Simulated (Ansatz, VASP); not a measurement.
# Two plane-wave programs on MoS2

```
Mo S
1.0
     3.24658    0.00000    0.00000
    -1.62329    2.81162    0.00000
     0.00000    0.00000   17.67458
Mo S
1 2
Direct
  0.00000 0.00000 0.00000
  0.33333 0.66667 0.91051
  0.33333 0.66667 0.08949
```

Change from the starting cell: volume scaled by 1.06.

Alike in both runs: task single point; functional PBEsol; k mesh 10 × 10 × 2; occupations fermi-dirac, width 0.05 eV; no spin polarisation.

|  | VASP | Ansatz |
| --- | --- | --- |
| version | VASP 6.6.1 | Ansatz 0.2.0 |
| potentials or method | VASP PAW PBE potentials, release 64 (Mo_sv, S) | Ansatz PAW |
| plane-wave cutoff (eV) | 520 | 420 |
| valence electrons in the cell | 26 | 26 |

```tsv
	VASP	Ansatz	Ansatz less VASP
gap on the k mesh at the Fermi level (eV)	1.59	1.58	-0.010
least direct gap on the mesh (eV)	1.78	1.77	-0.004
rms of the force components (eV/Å)	0.481	0.483	+0.0021
```

Atom by atom the forces differ by 0.002 eV/Å (rms over components).

Caveats: the PAW data sets were made with another functional, which shifts forces and pressure a little (VASP); the PAW data sets come from PBE, with cores solved anew for the run's functional, which leaves a small shift of forces and pressure (Ansatz).
